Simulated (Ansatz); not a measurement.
Born–Oppenheimer molecular dynamics of a periodic cell of 16 atoms, Li (start crystal Li, start structure bcc, volume 1 times the crystal's). It goes on from the last frame of an earlier run, with new velocities.

Level of theory: Ansatz 0.2.0, DFT PBE, scalar-relativistic, plane waves, PAW. Settings: cutoff 420 eV, k mesh 2x2x2, fermi-dirac smearing 0.11 eV, no spin polarisation.

| Quantity | Value |
| --- | --- |
| ensemble | NVT, Langevin thermostat |
| time step | 1.5 fs |
| steps asked | 400 |
| set temperature | 1040 K |
| friction | 0.02 /fs |
| temperature schedule | 300 steps to 300 K, then 100 steps to 300 K |
| seed | 262620 |

Frames 1.5 fs apart, positions in Å.

Velocities at 0.0 fs (Å/ps):

```
Li 2.77 8.82 -6.55
Li 5.64 0.74 -9.39
Li 14.37 4.07 -6.19
Li 1.50 -23.89 16.74
Li -13.35 3.63 -5.96
Li -4.52 -2.35 -8.15
Li 1.62 -10.51 -6.16
Li -20.31 14.20 -4.47
Li 2.56 -9.18 12.84
Li -1.19 13.16 10.60
Li 4.66 26.13 0.04
Li 8.57 6.37 3.14
Li -20.52 -19.59 -7.36
Li 20.56 -9.69 -5.91
Li -4.90 -7.90 15.00
Li 2.52 5.99 1.79
```

```xyz
16
Lattice="6.9800 0.0000 0.0000 0.0000 6.9800 0.0000 0.0000 0.0000 6.9800" Properties=species:S:1:pos:R:3 time_fs=0.0 energy_less_start_eV=0.000 T=975
Li -0.323 0.829 0.362
Li 2.583 -0.335 0.023
Li -1.214 3.951 -0.250
Li -0.249 -0.146 3.277
Li -0.618 2.835 2.021
Li 2.956 2.876 -0.330
Li 2.571 -0.022 2.829
Li 3.761 1.571 2.748
Li -0.428 3.697 4.306
Li 1.700 4.318 1.601
Li 1.292 2.090 4.791
Li 3.213 3.867 3.471
Li 4.626 5.462 1.463
Li 5.058 1.102 4.974
Li 1.211 5.527 5.247
Li 4.859 5.668 4.457
16
Lattice="6.9800 0.0000 0.0000 0.0000 6.9800 0.0000 0.0000 0.0000 6.9800" Properties=species:S:1:pos:R:3 time_fs=1.5 energy_less_start_eV=0.053 T=923
Li -0.320 0.842 0.351
Li 2.591 -0.335 0.011
Li -1.191 3.960 -0.256
Li -0.248 -0.181 3.303
Li -0.636 2.837 2.018
Li 2.951 2.871 -0.345
Li 2.571 -0.040 2.822
Li 3.730 1.593 2.741
Li -0.426 3.683 4.325
Li 1.697 4.337 1.613
Li 1.298 2.128 4.792
Li 3.224 3.878 3.479
Li 4.598 5.433 1.450
Li 5.089 1.094 4.965
Li 1.204 5.514 5.267
Li 4.861 5.673 4.464
16
Lattice="6.9800 0.0000 0.0000 0.0000 6.9800 0.0000 0.0000 0.0000 6.9800" Properties=species:S:1:pos:R:3 time_fs=3.0 energy_less_start_eV=0.099 T=1018
Li -0.317 0.852 0.339
Li 2.600 -0.336 -0.003
Li -1.159 3.973 -0.259
Li -0.245 -0.215 3.332
Li -0.653 2.837 2.018
Li 2.942 2.861 -0.366
Li 2.568 -0.061 2.822
Li 3.698 1.617 2.734
Li -0.422 3.669 4.343
Li 1.696 4.353 1.625
Li 1.305 2.163 4.795
Li 3.235 3.892 3.490
Li 4.575 5.405 1.436
Li 5.119 1.092 4.960
Li 1.200 5.500 5.283
Li 4.859 5.680 4.473
16
Lattice="6.9800 0.0000 0.0000 0.0000 6.9800 0.0000 0.0000 0.0000 6.9800" Properties=species:S:1:pos:R:3 time_fs=4.5 energy_less_start_eV=0.153 T=988
Li -0.311 0.860 0.326
Li 2.610 -0.341 -0.018
Li -1.121 3.984 -0.258
Li -0.239 -0.245 3.364
Li -0.668 2.837 2.013
Li 2.932 2.852 -0.387
Li 2.560 -0.085 2.825
Li 3.666 1.641 2.726
Li -0.415 3.657 4.360
Li 1.696 4.370 1.638
Li 1.314 2.197 4.798
Li 3.244 3.905 3.500
Li 4.554 5.377 1.425
Li 5.148 1.085 4.958
Li 1.198 5.488 5.301
Li 4.854 5.685 4.480
16
Lattice="6.9800 0.0000 0.0000 0.0000 6.9800 0.0000 0.0000 0.0000 6.9800" Properties=species:S:1:pos:R:3 time_fs=6.0 energy_less_start_eV=0.204 T=904
Li -0.306 0.864 0.312
Li 2.618 -0.349 -0.031
Li -1.082 3.991 -0.255
Li -0.235 -0.275 3.395
Li -0.682 2.835 2.004
Li 2.927 2.844 -0.406
Li 2.547 -0.110 2.827
Li 3.636 1.664 2.715
Li -0.403 3.644 4.375
Li 1.693 4.384 1.647
Li 1.323 2.226 4.800
Li 3.254 3.912 3.515
Li 4.533 5.349 1.413
Li 5.175 1.075 4.963
Li 1.197 5.478 5.323
Li 4.845 5.686 4.485
16
Lattice="6.9800 0.0000 0.0000 0.0000 6.9800 0.0000 0.0000 0.0000 6.9800" Properties=species:S:1:pos:R:3 time_fs=7.5 energy_less_start_eV=0.242 T=865
Li -0.305 0.863 0.295
Li 2.627 -0.353 -0.041
Li -1.041 3.995 -0.252
Li -0.231 -0.303 3.422
Li -0.695 2.828 1.998
Li 2.926 2.835 -0.424
Li 2.534 -0.138 2.831
Li 3.609 1.689 2.702
Li -0.387 3.630 4.385
Li 1.692 4.396 1.653
Li 1.329 2.248 4.803
Li 3.267 3.913 3.533
Li 4.517 5.323 1.398
Li 5.198 1.066 4.969
Li 1.198 5.469 5.345
Li 4.831 5.681 4.487
16
Lattice="6.9800 0.0000 0.0000 0.0000 6.9800 0.0000 0.0000 0.0000 6.9800" Properties=species:S:1:pos:R:3 time_fs=9.0 energy_less_start_eV=0.266 T=806
Li -0.303 0.856 0.276
Li 2.640 -0.355 -0.047
Li -0.997 3.992 -0.252
Li -0.231 -0.323 3.446
Li -0.703 2.817 1.990
Li 2.925 2.829 -0.440
Li 2.523 -0.169 2.840
Li 3.584 1.716 2.684
Li -0.370 3.615 4.390
Li 1.691 4.404 1.657
Li 1.335 2.263 4.810
Li 3.283 3.910 3.545
Li 4.503 5.297 1.385
Li 5.218 1.057 4.974
Li 1.204 5.464 5.363
Li 4.812 5.672 4.488
16
Lattice="6.9800 0.0000 0.0000 0.0000 6.9800 0.0000 0.0000 0.0000 6.9800" Properties=species:S:1:pos:R:3 time_fs=10.5 energy_less_start_eV=0.276 T=730
Li -0.300 0.845 0.259
Li 2.658 -0.355 -0.051
Li -0.956 3.986 -0.256
Li -0.233 -0.338 3.466
Li -0.707 2.803 1.979
Li 2.923 2.826 -0.455
Li 2.512 -0.197 2.851
Li 3.560 1.740 2.662
Li -0.357 3.603 4.387
Li 1.686 4.409 1.659
Li 1.340 2.274 4.814
Li 3.299 3.905 3.554
Li 4.490 5.274 1.372
Li 5.235 1.048 4.980
Li 1.215 5.459 5.381
Li 4.788 5.662 4.491
16
Lattice="6.9800 0.0000 0.0000 0.0000 6.9800 0.0000 0.0000 0.0000 6.9800" Properties=species:S:1:pos:R:3 time_fs=12.0 energy_less_start_eV=0.276 T=780
Li -0.301 0.832 0.243
Li 2.676 -0.354 -0.055
Li -0.915 3.978 -0.261
Li -0.239 -0.348 3.484
Li -0.715 2.792 1.967
Li 2.917 2.822 -0.473
Li 2.499 -0.223 2.865
Li 3.536 1.763 2.638
Li -0.350 3.597 4.380
Li 1.679 4.412 1.665
Li 1.346 2.283 4.815
Li 3.311 3.901 3.570
Li 4.483 5.250 1.361
Li 5.250 1.043 4.987
Li 1.229 5.453 5.401
Li 4.761 5.651 4.494
16
Lattice="6.9800 0.0000 0.0000 0.0000 6.9800 0.0000 0.0000 0.0000 6.9800" Properties=species:S:1:pos:R:3 time_fs=13.5 energy_less_start_eV=0.263 T=677
Li -0.306 0.813 0.232
Li 2.692 -0.346 -0.059
Li -0.876 3.973 -0.261
Li -0.250 -0.360 3.501
Li -0.723 2.786 1.954
Li 2.909 2.815 -0.488
Li 2.485 -0.246 2.881
Li 3.516 1.787 2.614
Li -0.349 3.595 4.372
Li 1.672 4.414 1.672
Li 1.355 2.289 4.815
Li 3.319 3.902 3.591
Li 4.481 5.228 1.347
Li 5.262 1.046 4.996
Li 1.238 5.451 5.419
Li 4.730 5.641 4.495
16
Lattice="6.9800 0.0000 0.0000 0.0000 6.9800 0.0000 0.0000 0.0000 6.9800" Properties=species:S:1:pos:R:3 time_fs=15.0 energy_less_start_eV=0.229 T=721
Li -0.315 0.791 0.224
Li 2.705 -0.330 -0.062
Li -0.843 3.968 -0.256
Li -0.260 -0.373 3.517
Li -0.729 2.784 1.944
Li 2.903 2.810 -0.500
Li 2.470 -0.271 2.897
Li 3.506 1.811 2.585
Li -0.353 3.594 4.362
Li 1.663 4.415 1.679
Li 1.365 2.290 4.817
Li 3.328 3.907 3.610
Li 4.482 5.208 1.331
Li 5.270 1.052 5.008
Li 1.242 5.448 5.436
Li 4.698 5.632 4.497
16
Lattice="6.9800 0.0000 0.0000 0.0000 6.9800 0.0000 0.0000 0.0000 6.9800" Properties=species:S:1:pos:R:3 time_fs=16.5 energy_less_start_eV=0.185 T=747
Li -0.323 0.774 0.221
Li 2.718 -0.311 -0.066
Li -0.811 3.963 -0.250
Li -0.269 -0.387 3.537
Li -0.734 2.782 1.933
Li 2.902 2.808 -0.510
Li 2.450 -0.296 2.912
Li 3.506 1.835 2.550
Li -0.361 3.590 4.355
Li 1.654 4.416 1.685
Li 1.377 2.283 4.825
Li 3.334 3.913 3.632
Li 4.484 5.187 1.314
Li 5.274 1.061 5.022
Li 1.250 5.441 5.452
Li 4.669 5.622 4.498
```

Of the whole run (600 fs, mean temperature of the second half 411 K): The schedule's set-point averaged 362 K over the second half and the system 411 K. A run of 0.6 ps of so small a system gives no equilibrium averages. Limits of this set-up: coarse k mesh.

Run time: 14 min on 1 thread of Intel(R) Xeon(R) Platinum 8488C (Sapphire Rapids), on a shared host, peak memory 0.57 GiB.
